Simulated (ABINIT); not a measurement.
Planning a run of ABINIT 10.8.3 on NaF (Villiaumite). The input:

```
acell 3*1.0 Angstrom
rprim 
  0.000000000000 2.310000000000 2.310000000000
  2.310000000000 0.000000000000 2.310000000000
  2.310000000000 2.310000000000 0.000000000000
ntypat 2
znucl 11 9
natom 2
typat 1 2
xred 
  0.000000000000 0.000000000000 0.000000000000
  0.500000000000 0.500000000000 0.500000000000
pp_dirpath "pseudos"
pseudos "Na.upf, F.upf"
ecut 38
ngkpt 6 6 6
nshiftk 1
shiftk 0 0 0
kptopt 1
chksymbreak 0
istwfk *1
occopt 1
irdwfk 1
optdriver 3
nband 81
ecuteps 11.2
inclvkb 2
awtr 1
symchi 1
gwcomp 1
gwencomp 1.5
indata_prefix "in"
outdata_prefix "out"
tmpdata_prefix "tmp"
```

The database entry behind the starting cell differs from later determinations by our own check (0.1 to 0.3 % short, probably kX units), so it need not match the best structure at ambient conditions.

```sh
OMP_NUM_THREADS=1 mpirun -n 4 abinit run.abi > log
```

Q: Estimate wall time and host memory on 4 MPI ranks of AMD EPYC 7R43, shared host.

It took 4.6 min; on shared hardware allow 2.3 min to 9.2 min. Peak host memory was 1.1 GiB.

[Paths, hosts, dates, memory and timing lines, banners, echoed tables and standing remarks are left out of the program output.]

[Logs are printed without paths, hosts, clocks, repeated set-up lines and the standing remarks that a program may print on its own settings, such as how far it seeks lower states.]

[Runs of the session that timed out or met a known fault of the program may be left out.]

[Hosts, paths, dates, database ids (printed as entryN), source tags and the programs' standing remarks are cut or masked in the printed files.]

[G0W0 gaps are taken among the corrected bands and points alone; a level outside them can change the order at an edge.]

[Where Ansatz stands beside ABINIT at settings called matched, ABINIT's density can come from a denser mesh and the files from another edition; pairs whose starting gaps differed by over 0.03 eV were left out, so agreement reads better than it is.]
